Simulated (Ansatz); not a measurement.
## Band table of Cu₃N

```xyz
4
Lattice="3.8271 0.0000 0.0000 0.0000 3.8271 0.0000 0.0000 0.0000 3.8271" Properties=species:S:1:pos:R:3 pbc="T T T"
Cu    1.9136    0.0000    0.0000
Cu    0.0000    1.9136    0.0000
Cu    0.0000    0.0000    1.9136
N     0.0000    0.0000    0.0000
```

The cell comes from a relaxation on PAW files under the same functional, begun from a database entry that needn't be the ground state.

All numbers are PBE results (scalar-relativistic) from Ansatz 0.2.0, with a Γ-centred 10×10×10 k mesh, Fermi–Dirac smearing of 0.05 eV, no spin polarisation. Methods: LAPW: all electrons, basis error target 0.5 meV/atom.

Path points, in fractions of the reciprocal vectors: Γ (0.000, 0.000, 0.000), X (0.000, 0.500, 0.000), M (0.500, 0.500, 0.000), R (0.500, 0.500, 0.500). The distance column jumps between branches of the path. Levels in eV from the valence-band top; bands 14 to 37, counted from the lowest band of the run. The gap is 0.21 eV, the pressure -0.05 GPa.

```
# k(1/Å) point b14 b15 b16 b17 b18 b19 b20 b21 b22 b23 b24 b25 b26 b27 b28 b29 b30 b31 b32 b33 b34 b35 b36 b37
0.000 Γ -16.79 -5.20 -4.75 -4.75 -4.75 -3.80 -3.80 -3.80 -3.41 -3.41 -2.49 -2.49 -2.31 -2.31 -2.31 -1.78 -1.78 -1.78 -1.75 0.98 5.20 5.20 6.55 6.55
0.117 - -16.77 -5.26 -4.86 -4.81 -4.81 -3.80 -3.74 -3.74 -3.40 -3.38 -2.49 -2.40 -2.32 -2.31 -2.31 -1.78 -1.77 -1.77 -1.76 1.04 4.91 5.24 6.57 6.57
0.235 - -16.71 -5.61 -4.95 -4.95 -4.87 -3.78 -3.61 -3.61 -3.39 -3.32 -2.48 -2.33 -2.31 -2.31 -2.24 -1.80 -1.78 -1.73 -1.73 1.20 4.38 5.33 6.64 6.64
0.352 - -16.63 -6.14 -5.11 -5.11 -4.72 -3.76 -3.46 -3.46 -3.39 -3.22 -2.48 -2.35 -2.31 -2.31 -2.16 -1.86 -1.78 -1.66 -1.66 1.39 3.90 5.49 6.75 6.75
0.469 - -16.54 -6.65 -5.25 -5.25 -4.49 -3.73 -3.40 -3.34 -3.34 -3.10 -2.48 -2.38 -2.30 -2.30 -2.19 -1.94 -1.78 -1.57 -1.57 1.52 3.56 5.72 6.88 6.88
0.586 - -16.46 -7.07 -5.36 -5.36 -4.23 -3.71 -3.42 -3.26 -3.26 -2.97 -2.49 -2.41 -2.30 -2.30 -2.30 -2.03 -1.78 -1.48 -1.48 1.56 3.38 6.02 7.01 7.01
0.704 - -16.39 -7.34 -5.43 -5.43 -3.97 -3.69 -3.48 -3.21 -3.21 -2.86 -2.49 -2.44 -2.43 -2.30 -2.30 -2.10 -1.78 -1.41 -1.41 1.54 3.33 6.39 7.12 7.12
0.821 X -16.37 -7.43 -5.45 -5.45 -3.82 -3.68 -3.54 -3.20 -3.20 -2.81 -2.50 -2.50 -2.43 -2.30 -2.30 -2.14 -1.78 -1.38 -1.38 1.52 3.32 6.65 7.16 7.16
0.938 - -16.35 -7.44 -5.58 -5.48 -3.79 -3.65 -3.52 -3.19 -3.18 -2.80 -2.54 -2.49 -2.47 -2.28 -2.27 -2.14 -1.83 -1.35 -1.33 1.64 3.26 6.23 6.57 7.19
1.055 - -16.30 -7.45 -5.93 -5.56 -3.70 -3.54 -3.47 -3.18 -3.14 -2.80 -2.63 -2.53 -2.46 -2.23 -2.22 -2.15 -1.93 -1.26 -1.20 1.96 3.04 5.41 6.33 7.30
1.173 - -16.22 -7.47 -6.37 -5.66 -3.56 -3.40 -3.38 -3.15 -3.08 -2.79 -2.73 -2.61 -2.43 -2.18 -2.17 -2.10 -2.04 -1.19 -1.06 2.37 2.56 4.94 5.97 7.46
1.290 - -16.12 -7.49 -6.82 -5.76 -3.40 -3.28 -3.25 -3.11 -3.03 -2.81 -2.79 -2.69 -2.40 -2.21 -2.15 -2.15 -1.90 -1.12 -0.91 1.88 2.79 4.77 5.55 7.67
1.407 - -16.03 -7.51 -7.20 -5.85 -3.24 -3.19 -3.11 -3.06 -2.98 -2.86 -2.81 -2.77 -2.39 -2.27 -2.25 -2.12 -1.60 -1.08 -0.79 1.15 3.14 4.75 5.17 7.89
1.524 - -15.97 -7.53 -7.45 -5.90 -3.13 -3.12 -3.00 -3.00 -2.95 -2.86 -2.84 -2.82 -2.39 -2.34 -2.33 -2.11 -1.25 -1.06 -0.71 0.52 3.38 4.78 4.89 8.06
1.642 M -15.95 -7.53 -7.53 -5.92 -3.09 -3.09 -2.96 -2.96 -2.95 -2.88 -2.83 -2.83 -2.42 -2.36 -2.35 -2.10 -1.05 -1.05 -0.68 0.21 3.47 4.79 4.79 8.13
1.808 - -15.99 -7.44 -7.44 -5.88 -3.22 -3.09 -3.04 -3.03 -2.96 -2.85 -2.85 -2.81 -2.35 -2.34 -2.30 -2.11 -1.40 -1.05 -0.73 0.75 3.31 4.74 5.02 7.98
1.973 - -16.12 -7.18 -7.17 -5.77 -3.54 -3.20 -3.13 -3.12 -3.04 -2.89 -2.79 -2.70 -2.33 -2.22 -2.19 -2.13 -1.83 -1.07 -0.90 1.70 2.95 4.60 5.61 7.65
2.139 - -16.30 -6.76 -6.75 -5.60 -3.97 -3.39 -3.22 -3.21 -3.16 -2.98 -2.63 -2.59 -2.37 -2.19 -2.08 -2.05 -2.04 -1.14 -1.13 2.31 2.89 4.43 6.51 7.29
2.305 - -16.48 -6.25 -6.20 -5.37 -4.38 -3.55 -3.35 -3.32 -3.29 -3.14 -2.48 -2.45 -2.39 -2.24 -2.16 -1.95 -1.93 -1.39 -1.29 1.89 3.76 4.35 6.98 7.22
2.471 - -16.64 -5.72 -5.58 -5.11 -4.69 -3.69 -3.52 -3.51 -3.35 -3.28 -2.39 -2.39 -2.32 -2.27 -2.26 -1.85 -1.85 -1.60 -1.54 1.43 4.48 4.54 6.74 6.81
2.637 - -16.75 -5.30 -5.02 -4.87 -4.81 -3.77 -3.71 -3.70 -3.39 -3.37 -2.44 -2.38 -2.33 -2.31 -2.30 -1.80 -1.78 -1.74 -1.73 1.10 4.86 5.05 6.57 6.60
2.803 Γ -16.79 -5.20 -4.75 -4.75 -4.75 -3.80 -3.80 -3.80 -3.41 -3.41 -2.49 -2.49 -2.31 -2.31 -2.31 -1.78 -1.78 -1.78 -1.75 0.98 5.20 5.20 6.55 6.55
3.006 - -16.73 -5.34 -5.06 -5.06 -4.77 -3.73 -3.73 -3.64 -3.37 -3.37 -2.39 -2.39 -2.34 -2.30 -2.30 -1.83 -1.77 -1.71 -1.71 1.16 4.88 4.88 6.19 7.23
3.209 - -16.57 -5.79 -5.68 -5.68 -4.54 -3.55 -3.55 -3.38 -3.27 -3.27 -2.43 -2.36 -2.36 -2.26 -2.26 -2.01 -1.78 -1.41 -1.41 1.67 4.50 4.50 5.46 8.33
3.412 - -16.33 -6.34 -6.34 -6.34 -4.09 -3.34 -3.34 -3.21 -3.09 -3.09 -2.49 -2.48 -2.48 -2.26 -2.24 -2.24 -1.79 -1.04 -1.04 2.30 4.13 4.13 4.89 7.66
3.615 - -16.05 -6.91 -6.91 -6.86 -3.58 -3.21 -3.17 -3.17 -2.79 -2.79 -2.64 -2.64 -2.51 -2.34 -2.19 -2.19 -1.80 -0.74 -0.74 2.56 3.39 3.39 5.04 7.21
3.818 - -15.78 -7.34 -7.34 -7.29 -3.42 -3.11 -3.04 -3.04 -2.80 -2.80 -2.73 -2.41 -2.41 -2.12 -2.12 -1.81 -1.75 -0.50 -0.50 2.21 2.34 2.34 5.97 7.41
4.021 - -15.58 -7.60 -7.60 -7.59 -3.51 -2.98 -2.96 -2.96 -2.90 -2.90 -2.87 -2.16 -2.16 -1.96 -1.96 -1.82 -0.80 -0.24 -0.24 1.35 1.35 1.51 6.55 7.24
4.224 R -15.51 -7.69 -7.69 -7.69 -3.55 -2.94 -2.94 -2.94 -2.92 -2.92 -2.92 -2.12 -2.12 -1.83 -1.83 -1.83 0.00 0.00 0.00 0.82 0.82 0.82 6.14 7.91
4.390 - -15.56 -7.68 -7.61 -7.60 -3.53 -2.96 -2.96 -2.93 -2.92 -2.92 -2.89 -2.16 -2.13 -1.94 -1.90 -1.83 -0.49 -0.43 -0.03 1.03 1.24 1.46 6.42 7.37
4.556 - -15.69 -7.64 -7.37 -7.34 -3.45 -3.05 -3.01 -2.94 -2.89 -2.87 -2.77 -2.29 -2.26 -2.16 -2.03 -1.85 -1.18 -0.86 -0.11 1.58 1.79 2.47 6.39 7.14
4.722 - -15.87 -7.58 -6.99 -6.94 -3.35 -3.18 -3.08 -2.97 -2.88 -2.79 -2.65 -2.59 -2.50 -2.25 -2.12 -1.88 -1.73 -1.12 -0.28 2.24 2.38 3.27 5.72 6.91
4.888 - -16.06 -7.52 -6.52 -6.47 -3.36 -3.31 -3.15 -3.14 -3.02 -2.70 -2.70 -2.67 -2.41 -2.39 -2.19 -2.02 -1.91 -1.27 -0.53 2.63 3.09 3.36 6.22 6.56
5.054 - -16.22 -7.47 -6.02 -5.99 -3.58 -3.42 -3.40 -3.16 -3.10 -2.76 -2.61 -2.60 -2.51 -2.24 -2.22 -2.15 -1.92 -1.36 -0.86 2.36 2.96 4.51 6.43 7.29
5.219 - -16.33 -7.44 -5.61 -5.61 -3.76 -3.61 -3.50 -3.18 -3.17 -2.80 -2.53 -2.53 -2.48 -2.28 -2.24 -2.15 -1.85 -1.39 -1.21 1.76 3.22 5.81 6.53 7.20
5.385 X -16.37 -7.43 -5.45 -5.45 -3.82 -3.68 -3.54 -3.20 -3.20 -2.81 -2.50 -2.50 -2.43 -2.30 -2.30 -2.14 -1.78 -1.38 -1.38 1.52 3.32 6.65 7.16 7.16
6.546 R -15.51 -7.69 -7.69 -7.69 -3.55 -2.94 -2.94 -2.94 -2.92 -2.92 -2.92 -2.12 -2.12 -1.83 -1.83 -1.83 0.00 0.00 0.00 0.82 0.82 0.82 6.14 7.91
6.663 - -15.53 -7.69 -7.69 -7.61 -3.54 -2.95 -2.95 -2.92 -2.92 -2.92 -2.91 -2.14 -2.12 -1.87 -1.87 -1.84 -0.26 -0.26 -0.03 0.78 1.19 1.19 6.28 7.55
6.781 - -15.60 -7.66 -7.66 -7.39 -3.50 -2.98 -2.98 -2.93 -2.93 -2.87 -2.87 -2.20 -2.12 -2.01 -2.01 -1.88 -0.59 -0.59 -0.10 0.67 1.88 1.88 6.69 6.75
6.898 - -15.69 -7.63 -7.63 -7.05 -3.43 -3.01 -3.01 -2.93 -2.93 -2.81 -2.78 -2.30 -2.22 -2.22 -2.11 -1.95 -0.82 -0.82 -0.21 0.53 2.65 2.65 5.82 7.33
7.015 - -15.79 -7.60 -7.60 -6.66 -3.33 -3.05 -3.05 -2.94 -2.94 -2.73 -2.66 -2.45 -2.45 -2.43 -2.11 -2.04 -0.94 -0.94 -0.35 0.40 3.43 3.43 4.93 7.90
7.133 - -15.87 -7.57 -7.57 -6.29 -3.21 -3.08 -3.08 -2.94 -2.94 -2.65 -2.65 -2.63 -2.58 -2.53 -2.15 -2.10 -1.01 -1.01 -0.50 0.30 4.12 4.12 4.17 7.97
7.250 - -15.93 -7.54 -7.54 -6.02 -3.09 -3.09 -3.07 -2.95 -2.95 -2.79 -2.79 -2.75 -2.51 -2.41 -2.26 -2.10 -1.04 -1.04 -0.62 0.23 3.65 4.61 4.61 8.07
7.367 M -15.95 -7.53 -7.53 -5.92 -3.09 -3.09 -2.96 -2.96 -2.95 -2.88 -2.83 -2.83 -2.42 -2.36 -2.35 -2.10 -1.05 -1.05 -0.68 0.21 3.47 4.79 4.79 8.13
```
